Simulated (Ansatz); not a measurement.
# KF: what changed settings do

The reference input for Ansatz (plane-wave DFT with PAW):

```yaml
crystal:
  lattice:
    - [3.258955, 0.0, 0.0]
    - [0.0, 3.258955, 0.0]
    - [0.0, 0.0, 3.258955]
  atoms:
    - { symbol: K, position: [0.0, 0.0, 0.0] }
    - { symbol: F, position: [0.5, 0.5, 0.5] }
basis:
  ecutwfc: 420
kpoints:
  mp_grid: { grid: [8, 8, 8] }
hamiltonian:
  xc: pbe
scf:
  occupations: { method: gaussian, width: 0.1 }
output:
  forces: true
  stress: true
  eigenvalues: true
```

Command:

```bash
ansatz run input.yaml --threads 1 --pin off --max-ram 1331MiB --backend cpu --events-out ev --progress --plain --runs-dir out
```

The run converges in 6 SCF iterations on 35 irreducible k-points: pressure 0.00 GPa, gap on the sampled k-points 6.27 eV.

These settings were drawn at random to show what each does; none of the numbers is a converged property of the crystal. Each trial's input is given as a difference from the reference's; energies are extrapolated to zero smearing where there is one, and pressure is positive in compression. Charged cells sit in a uniform background, and their pressures hang on that convention.

Trial 1:

```diff
 crystal:
+  symmetry: { detect: false }
 basis:
-  ecutwfc: 420
+  ecutwfc: 260
 kpoints:
-  mp_grid: { grid: [8, 8, 8] }
+  mp_grid: { kspacing: 0.99 }
 hamiltonian:
+  dispersion: d4
 scf:
+  mixing: { beta: 0.58 }
+  max_iter: 40
 output:
+  bader: true
```

The run converges in 6 SCF iterations on 8 irreducible k-points: pressure 0.56 GPa, gap on the sampled k-points 6.23 eV. It warns that the cutoff lies under the recommended one, 420 eV for these potentials.

Trial 2:

```diff
+total_charge: 0.5
 basis:
+  ecutrho_ratio: 8
 kpoints:
-  mp_grid: { grid: [8, 8, 8] }
+  mp_grid: { grid: [3, 6, 2] }
 hamiltonian:
-  xc: pbe
+  xc: rpbe
 output:
-  stress: true
+  stress: false
```

The run converges in 9 SCF iterations on 16 irreducible k-points: no gap. It warns that the mesh lowers the symmetry.